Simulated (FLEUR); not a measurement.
# SnTe (F-43m) in FLEUR: a series of runs

Runs on SnTe. Level: r2SCAN. Tasks: band structure, equation of state.

Program: FLEUR MaX-R8.1 (later development tree). These are calculated values, not measurements. Logs are shortened: lines on timing, memory, paths and dates and some standing lists are left out, and cuts for length are marked.

## (1) The structure

It takes space group F-43m (No. 216, cubic). The conventional cell has a = 7.222 Å, b = 7.222 Å, c = 7.222 Å, α = 90.00°, β = 90.00°, γ = 90.00°. Te (site symmetry -43m) has 4 Sn at 3.13 Å as nearest neighbours. Around Sn (site symmetry -43m) lie 4 Te at 3.13 Å.

Measurements of this composition are mostly on another form, of space group No. 225.

## (2) Band structure, r2SCAN

File inp.xml:

```xml
<?xml version="1.0" encoding="UTF-8" standalone="no"?>
<fleurInput fleurInputVersion="0.39">
   <comment>
      SnTe                                                                                                
   </comment>
   <calculationSetup>
      <cutoffs Kmax="4.1" Gmax="12.7" GmaxXC="12.7" numbands="0"/>
      <scfLoop itmax="80" minDistance="0.0001" maxIterBroyd="30" imix="Anderson" alpha="0.05" precondParam="0.0" spinf="2.0" sdNocoIR="T"/>
      <coreElectrons ctail="F" frcor="F" kcrel="0" coretail_lmax="0"/>
      <xcFunctional name="LibXC" relativisticCorrections="F">
         <LibXCName exchange="mgga_x_r2scan" correlation="mgga_c_r2scan"/>
         <AuxGGA exchange="117" correlation="130"/>
      </xcFunctional>
      <magnetism jspins="1"/>
      <soc l_soc="F" theta="0.0" phi="0.0" spav="F"/>
      <expertModes spex="0" secvar="F"/>
      <geometryOptimization l_f="F" forcealpha="1.0" forcemix="BFGS" epsdisp="0.00001" epsforce="0.00001"/>
      <ldaU l_linMix="F" mixParam="0.05" spinf="1.0"/>
   </calculationSetup>
   <cell>
      <bzIntegration valenceElectrons="44.0" mode="hist" fermiSmearingEnergy="0.00183747">
         <kPointListSelection listName="default-1"/>
         <!-- k-points included here -->
         <xi:include xmlns:xi="http://www.w3.org/2001/XInclude" href="kpts.xml"> </xi:include>
[... 36 lines left out ...]
            <stateOccupation state="(5p3/2)" spinUp="0.666667" spinDown="0.666667"/>
         </electronConfig>
         <energyParameters s="5" p="5" d="4" f="4"/>
         <lo type="SCLO" l="0" n="4" eDeriv="0"/>
         <lo type="SCLO" l="1" n="4" eDeriv="0"/>
         <lo type="SCLO" l="1" n="4" eDeriv="1"/>
         <lo type="SCLO" l="2" n="4" eDeriv="2"/>
         <lo type="SCLO" l="3" n="4" eDeriv="2"/>
      </species>
   </atomSpecies>
   <atomGroups>
      <atomGroup species="Tellurium (Te)">
         <relPos label="                   1">1.000/4.000 1.000/4.000 1.000/4.000</relPos>
         <force calculate="T" relaxXYZ="TTT"/>
      </atomGroup>
      <atomGroup species="Tin (Sn)">
         <relPos label="                   2">.0000000000 .0000000000 .0000000000</relPos>
         <force calculate="T" relaxXYZ="TTT"/>
      </atomGroup>
   </atomGroups>
   <output dos="F" band="F" slice="F">
      <checks vchk="F" cdinf="F"/>
      <bandDOS minEnergy="-.5*Htr" maxEnergy="0.5*Htr" sigma="0.015" storeEVData="T"/>
      <vacuumDOS vacdos="F" integ="F" star="F" nstars="0" locx1="0.0" locy1="0.0" locx2="0.0" locy2="0.0" nstm="0" tworkf="0.0"/>
      <unfoldingBand unfoldBand="F" supercellX="1" supercellY="1" supercellZ="1"/>
      <plotting iplot="0" polar="F">
         <plot TwoD="T" vec1="  1.0  0.0  0.0" vec2="  0.0  1.0  0.0" vec3="  0.0  0.0  1.0" zero="  0.0  0.0  0.0" file="plot"/>
      </plotting>
      <chargeDensitySlicing numkpt="0" minEigenval="0.0" maxEigenval="0.0" nnne="0" pallst="F"/>
      <specialOutput eonly="F"/>
      <moessbauerParams electricFieldGradient="T" isomerShift="T" coreHyperfine="T" valenceHyperfine="T"/>
      <magneticCircularDichroism mcd="F" energyLo="-10.0" energyUp="0.0"/>
   </output>
  <!-- We include the file relax.xml here to enable relaxations (see documentation) -->
  <xi:include xmlns:xi="http://www.w3.org/2001/XInclude" href="relax.xml"> <xi:fallback/> </xi:include>
</fleurInput>
```

File crystal.txt:

```
SnTe
&input cartesian=F /
0.0000000000  3.6111460000  3.6111460000
3.6111460000  0.0000000000  3.6111460000
3.6111460000  3.6111460000  0.0000000000
1.8897261246
1.0 1.0 1.0

2
52 0.2500000000  0.2500000000  0.2500000000
50 0.0000000000  0.0000000000  0.0000000000

&kpt div1=7 div2=7 div3=7 gamma=T /
```

File inp.xml (bands):

```
<?xml version="1.0" encoding="UTF-8" standalone="no"?>
<fleurInput fleurInputVersion="0.39">
   <comment>
      SnTe                                                                                                
   </comment>
   <calculationSetup>
      <cutoffs Kmax="4.1" Gmax="12.7" GmaxXC="12.7" numbands="0"/>
      <scfLoop itmax="80" minDistance="0.0001" maxIterBroyd="30" imix="Anderson" alpha="0.05" precondParam="0.0" spinf="2.0" sdNocoIR="T"/>
      <coreElectrons ctail="F" frcor="F" kcrel="0" coretail_lmax="0"/>
      <xcFunctional name="LibXC" relativisticCorrections="F">
         <LibXCName exchange="mgga_x_r2scan" correlation="mgga_c_r2scan"/>
         <AuxGGA exchange="117" correlation="130"/>
      </xcFunctional>
      <magnetism jspins="1"/>
      <soc l_soc="F" theta="0.0" phi="0.0" spav="F"/>
      <expertModes spex="0" secvar="F"/>
      <geometryOptimization l_f="F" forcealpha="1.0" forcemix="BFGS" epsdisp="0.00001" epsforce="0.00001"/>
      <ldaU l_linMix="F" mixParam="0.05" spinf="1.0"/>
   </calculationSetup>
   <cell>
      <bzIntegration valenceElectrons="44.0" mode="hist" fermiSmearingEnergy="0.00183747">
         <kPointListSelection listName="path-1"/>
         <!-- k-points included here -->
         <xi:include xmlns:xi="http://www.w3.org/2001/XInclude" href="kpts.xml"> </xi:include>
      </bzIntegration>
[... 36 lines left out ...]
         </electronConfig>
         <energyParameters s="5" p="5" d="4" f="4"/>
         <lo type="SCLO" l="0" n="4" eDeriv="0"/>
         <lo type="SCLO" l="1" n="4" eDeriv="0"/>
         <lo type="SCLO" l="1" n="4" eDeriv="1"/>
         <lo type="SCLO" l="2" n="4" eDeriv="2"/>
         <lo type="SCLO" l="3" n="4" eDeriv="2"/>
      </species>
   </atomSpecies>
   <atomGroups>
      <atomGroup species="Tellurium (Te)">
         <relPos label="                   1">1.000/4.000 1.000/4.000 1.000/4.000</relPos>
         <force calculate="T" relaxXYZ="TTT"/>
      </atomGroup>
      <atomGroup species="Tin (Sn)">
         <relPos label="                   2">.0000000000 .0000000000 .0000000000</relPos>
         <force calculate="T" relaxXYZ="TTT"/>
      </atomGroup>
   </atomGroups>
   <output dos="F" band="T" slice="F">
      <checks vchk="F" cdinf="F"/>
      <bandDOS minEnergy="-.5*Htr" maxEnergy="0.5*Htr" sigma="0.015" storeEVData="T"/>
      <vacuumDOS vacdos="F" integ="F" star="F" nstars="0" locx1="0.0" locy1="0.0" locx2="0.0" locy2="0.0" nstm="0" tworkf="0.0"/>
      <unfoldingBand unfoldBand="F" supercellX="1" supercellY="1" supercellZ="1"/>
      <plotting iplot="0" polar="F">
         <plot TwoD="T" vec1="  1.0  0.0  0.0" vec2="  0.0  1.0  0.0" vec3="  0.0  0.0  1.0" zero="  0.0  0.0  0.0" file="plot"/>
      </plotting>
      <chargeDensitySlicing numkpt="0" minEigenval="0.0" maxEigenval="0.0" nnne="0" pallst="F"/>
      <specialOutput eonly="F"/>
      <moessbauerParams electricFieldGradient="T" isomerShift="T" coreHyperfine="T" valenceHyperfine="T"/>
      <magneticCircularDichroism mcd="F" energyLo="-10.0" energyUp="0.0"/>
   </output>
  <!-- We include the file relax.xml here to enable relaxations (see documentation) -->
  <xi:include xmlns:xi="http://www.w3.org/2001/XInclude" href="relax.xml"> <xi:fallback/> </xi:include>
</fleurInput>
```

Potentials or basis: all-electron, FLAPW.

Command:

```bash
$ inpgen -f crystal.txt -profile fastHighL
$ # inp.xml edited to the form shown
$ fleur_MPI
$ fleur_MPI   # second run, on inp.xml (bands)
```

The program printed:

```text
Welcome to FLEUR        (www.flapw.de)
      MaX-Release 8.1          (www.max-centre.eu)
 func_ids         498         497         498         497
 MetaGGA potential functional detected - V_tau will be computed
 Auxiliary Potential for radial basis: exchange=         117  correlation=         130
The functional 'Re-regularized SCAN exchange by Furness et al' is an exchange functional, it belongs to the 'MGGA' family and is defined in the reference(s):
[1] J. W. Furness, A. D. Kaplan, J. Ning, J. P. Perdew, and J. Sun.,  J. Phys. Chem. Lett. 11, 8208-8215 (2020)
[2] J. W. Furness, A. D. Kaplan, J. Ning, J. P. Perdew, and J. Sun.,  J. Phys. Chem. Lett. 11, 9248-9248 (2020)
The functional 'Re-regularized SCAN correlation by Furness et al' is a correlation functional, it belongs to the 'MGGA' family and is defined in the reference(s):
[1] J. W. Furness, A. D. Kaplan, J. Ning, J. P. Perdew, and J. Sun.,  J. Phys. Chem. Lett. 11, 8208-8215 (2020)
[2] J. W. Furness, A. D. Kaplan, J. Ning, J. P. Perdew, and J. Sun.,  J. Phys. Chem. Lett. 11, 9248-9248 (2020)
 Using same functional for VXC and EXC

 ========== k-point set info ==========
 Selected k-point list: default-1
 k-point list type: mesh
 7 x 7 x 7
 Number of k points: 20

 ------------Calculation Setup---------------------------
 Number of MPI-tasks      :            1
 Number of PE/node        :            1
 Number of OMP-threads    :            1
 Most efficient MPI parallelization for:
           1           2           4           5          10          20
 Additional eigenvalue parallelization possible
 Number of basis functions:          841
 Approximate size of matrices (H+S) per k-point:         0.021 GB
 --------------------------------------------------------
The functional 'Hammer, Hansen, and Norskov' is an exchange functional, it belongs to the 'GGA' family and is defined in the reference(s):
[... 6 lines left out ...]
 Reset of history
 Reset of history
 Iteration:     1   Distance:      19.63878901 me/bohr^3
The functional 'Hammer, Hansen, and Norskov' is an exchange functional, it belongs to the 'GGA' family and is defined in the reference(s):
[1] B. Hammer, L. B. Hansen, and J. K. Nørskov.,  Phys. Rev. B 59, 7413 (1999)
The functional 'Perdew, Burke & Ernzerhof' is a correlation functional, it belongs to the 'GGA' family and is defined in the reference(s):
[1] J. P. Perdew, K. Burke, and M. Ernzerhof.,  Phys. Rev. Lett. 77, 3865 (1996)
[2] J. P. Perdew, K. Burke, and M. Ernzerhof.,  Phys. Rev. Lett. 78, 1396 (1997)
 Using same functional for VXC and EXC
 Iteration:     2   Distance:      18.55924560 me/bohr^3
The functional 'Hammer, Hansen, and Norskov' is an exchange functional, it belongs to the 'GGA' family and is defined in the reference(s):
[1] B. Hammer, L. B. Hansen, and J. K. Nørskov.,  Phys. Rev. B 59, 7413 (1999)
The functional 'Perdew, Burke & Ernzerhof' is a correlation functional, it belongs to the 'GGA' family and is defined in the reference(s):
[1] J. P. Perdew, K. Burke, and M. Ernzerhof.,  Phys. Rev. Lett. 77, 3865 (1996)
[2] J. P. Perdew, K. Burke, and M. Ernzerhof.,  Phys. Rev. Lett. 78, 1396 (1997)
 Using same functional for VXC and EXC
 Iteration:     3   Distance:      17.60459334 me/bohr^3
The functional 'Hammer, Hansen, and Norskov' is an exchange functional, it belongs to the 'GGA' family and is defined in the reference(s):
[1] B. Hammer, L. B. Hansen, and J. K. Nørskov.,  Phys. Rev. B 59, 7413 (1999)
The functional 'Perdew, Burke & Ernzerhof' is a correlation functional, it belongs to the 'GGA' family and is defined in the reference(s):
[1] J. P. Perdew, K. Burke, and M. Ernzerhof.,  Phys. Rev. Lett. 77, 3865 (1996)
[2] J. P. Perdew, K. Burke, and M. Ernzerhof.,  Phys. Rev. Lett. 78, 1396 (1997)
 Using same functional for VXC and EXC
 Iteration:     4   Distance:       2.85179226 me/bohr^3
The functional 'Hammer, Hansen, and Norskov' is an exchange functional, it belongs to the 'GGA' family and is defined in the reference(s):
[1] B. Hammer, L. B. Hansen, and J. K. Nørskov.,  Phys. Rev. B 59, 7413 (1999)
The functional 'Perdew, Burke & Ernzerhof' is a correlation functional, it belongs to the 'GGA' family and is defined in the reference(s):
[1] J. P. Perdew, K. Burke, and M. Ernzerhof.,  Phys. Rev. Lett. 77, 3865 (1996)
[2] J. P. Perdew, K. Burke, and M. Ernzerhof.,  Phys. Rev. Lett. 78, 1396 (1997)
 Using same functional for VXC and EXC
 Iteration:     5   Distance:       0.55452266 me/bohr^3
The functional 'Hammer, Hansen, and Norskov' is an exchange functional, it belongs to the 'GGA' family and is defined in the reference(s):
[1] B. Hammer, L. B. Hansen, and J. K. Nørskov.,  Phys. Rev. B 59, 7413 (1999)
The functional 'Perdew, Burke & Ernzerhof' is a correlation functional, it belongs to the 'GGA' family and is defined in the reference(s):
[1] J. P. Perdew, K. Burke, and M. Ernzerhof.,  Phys. Rev. Lett. 77, 3865 (1996)
[2] J. P. Perdew, K. Burke, and M. Ernzerhof.,  Phys. Rev. Lett. 78, 1396 (1997)
 Using same functional for VXC and EXC
 Iteration:     6   Distance:       0.47739603 me/bohr^3
The functional 'Hammer, Hansen, and Norskov' is an exchange functional, it belongs to the 'GGA' family and is defined in the reference(s):
[1] B. Hammer, L. B. Hansen, and J. K. Nørskov.,  Phys. Rev. B 59, 7413 (1999)
The functional 'Perdew, Burke & Ernzerhof' is a correlation functional, it belongs to the 'GGA' family and is defined in the reference(s):
[1] J. P. Perdew, K. Burke, and M. Ernzerhof.,  Phys. Rev. Lett. 77, 3865 (1996)
[2] J. P. Perdew, K. Burke, and M. Ernzerhof.,  Phys. Rev. Lett. 78, 1396 (1997)
 Using same functional for VXC and EXC
[... 40 lines left out ...]
[2] J. P. Perdew, K. Burke, and M. Ernzerhof.,  Phys. Rev. Lett. 78, 1396 (1997)
 Using same functional for VXC and EXC
 Iteration:    13   Distance:       0.00167895 me/bohr^3
The functional 'Hammer, Hansen, and Norskov' is an exchange functional, it belongs to the 'GGA' family and is defined in the reference(s):
[1] B. Hammer, L. B. Hansen, and J. K. Nørskov.,  Phys. Rev. B 59, 7413 (1999)
The functional 'Perdew, Burke & Ernzerhof' is a correlation functional, it belongs to the 'GGA' family and is defined in the reference(s):
[1] J. P. Perdew, K. Burke, and M. Ernzerhof.,  Phys. Rev. Lett. 77, 3865 (1996)
[2] J. P. Perdew, K. Burke, and M. Ernzerhof.,  Phys. Rev. Lett. 78, 1396 (1997)
 Using same functional for VXC and EXC
 Iteration:    14   Distance:       0.00133291 me/bohr^3
The functional 'Hammer, Hansen, and Norskov' is an exchange functional, it belongs to the 'GGA' family and is defined in the reference(s):
[1] B. Hammer, L. B. Hansen, and J. K. Nørskov.,  Phys. Rev. B 59, 7413 (1999)
The functional 'Perdew, Burke & Ernzerhof' is a correlation functional, it belongs to the 'GGA' family and is defined in the reference(s):
[1] J. P. Perdew, K. Burke, and M. Ernzerhof.,  Phys. Rev. Lett. 77, 3865 (1996)
[2] J. P. Perdew, K. Burke, and M. Ernzerhof.,  Phys. Rev. Lett. 78, 1396 (1997)
 Using same functional for VXC and EXC
 Iteration:    15   Distance:       0.00025991 me/bohr^3
The functional 'Hammer, Hansen, and Norskov' is an exchange functional, it belongs to the 'GGA' family and is defined in the reference(s):
[1] B. Hammer, L. B. Hansen, and J. K. Nørskov.,  Phys. Rev. B 59, 7413 (1999)
The functional 'Perdew, Burke & Ernzerhof' is a correlation functional, it belongs to the 'GGA' family and is defined in the reference(s):
[1] J. P. Perdew, K. Burke, and M. Ernzerhof.,  Phys. Rev. Lett. 77, 3865 (1996)
[2] J. P. Perdew, K. Burke, and M. Ernzerhof.,  Phys. Rev. Lett. 78, 1396 (1997)
 Using same functional for VXC and EXC
 Iteration:    16   Distance:       0.00029419 me/bohr^3
The functional 'Hammer, Hansen, and Norskov' is an exchange functional, it belongs to the 'GGA' family and is defined in the reference(s):
[1] B. Hammer, L. B. Hansen, and J. K. Nørskov.,  Phys. Rev. B 59, 7413 (1999)
The functional 'Perdew, Burke & Ernzerhof' is a correlation functional, it belongs to the 'GGA' family and is defined in the reference(s):
[1] J. P. Perdew, K. Burke, and M. Ernzerhof.,  Phys. Rev. Lett. 77, 3865 (1996)
[2] J. P. Perdew, K. Burke, and M. Ernzerhof.,  Phys. Rev. Lett. 78, 1396 (1997)
 Using same functional for VXC and EXC
 Iteration:    17   Distance:       0.00005528 me/bohr^3

 ********************************************************************
 Run finished successfully
 Stop message:
   all done
 ********************************************************************
```

It took 2.3 min on 1 thread of Intel Xeon 6975P-C (Granite Rapids), shared host; peak memory 0.11 GiB.

What came out:

* Free energy: -353095.9846 eV
* Band gap on the k mesh: 0.37 eV, indirect (least direct gap 0.91 eV)
* Band gap along the path: 0.13 eV, indirect (least direct gap 0.87 eV)
* Valence electrons inside the program's atomic spheres: Te 20.11; Sn 20.06 (radii Te 2.66, Sn 2.66 bohr)

Levels at the corners of the path, in eV from the valence-band top:
```csv
point,band 18,band 19,band 20,band 21,band 22,band 23,band 24,band 25,band 26,band 27
Γ,-12.10,-5.28,-2.17,-2.17,-2.17,1.08,1.08,1.08,4.00,6.88
X,-11.28,-7.72,-3.38,-3.38,-0.74,0.13,4.09,4.09,5.54,6.43
W,-11.28,-7.70,-3.65,-3.55,0.00,1.50,2.25,3.23,5.47,6.36
K,-11.30,-7.67,-3.78,-3.18,-0.54,1.22,3.19,3.35,4.80,6.98
Γ,-12.10,-5.28,-2.17,-2.17,-2.17,1.08,1.08,1.08,4.00,6.88
L,-11.52,-7.33,-2.71,-2.71,-2.13,1.92,1.92,3.54,5.64,6.30
U,-11.30,-7.67,-3.78,-3.18,-0.54,1.22,3.19,3.35,4.80,6.98
W,-11.28,-7.70,-3.65,-3.55,0.00,1.50,2.25,3.23,5.47,6.36
L,-11.52,-7.33,-2.71,-2.71,-2.13,1.92,1.92,3.54,5.64,6.30
K,-11.30,-7.67,-3.78,-3.18,-0.54,1.22,3.19,3.35,4.80,6.98
U,-11.30,-7.67,-3.78,-3.18,-0.54,1.22,3.19,3.35,4.80,6.98
X,-11.28,-7.72,-3.38,-3.38,-0.74,0.13,4.09,4.09,5.54,6.43
```

Core levels (eV from the Fermi level):
```csv
atom,levels
1 Te,"1s1/2 -31604.3, 2s1/2 -4840.9, 2p1/2 -4534.6, 2p3/2 -4260.1, 3s1/2 -959.5, 3p1/2 -833.7, 3p3/2 -782.5, 4s1/2 -159.3, 3d3/2 -560.9, 3d5/2 -550.2"
2 Sn,"1s1/2 -28993.4, 2s1/2 -4372.5, 2p1/2 -4083.4, 2p3/2 -3852.8, 3s1/2 -840.7, 3p1/2 -723.4, 3p3/2 -681.3, 3d3/2 -474.2, 3d5/2 -465.5"
```

Caveat: the meta-GGA is that of a development version, with a GGA for the radial functions and cores and without core tails; spin-orbit coupling is left out, which moves the levels of the heavy elements; the mesh misses the band edges, which the band path finds closer together.

[end of part 1 of 2]
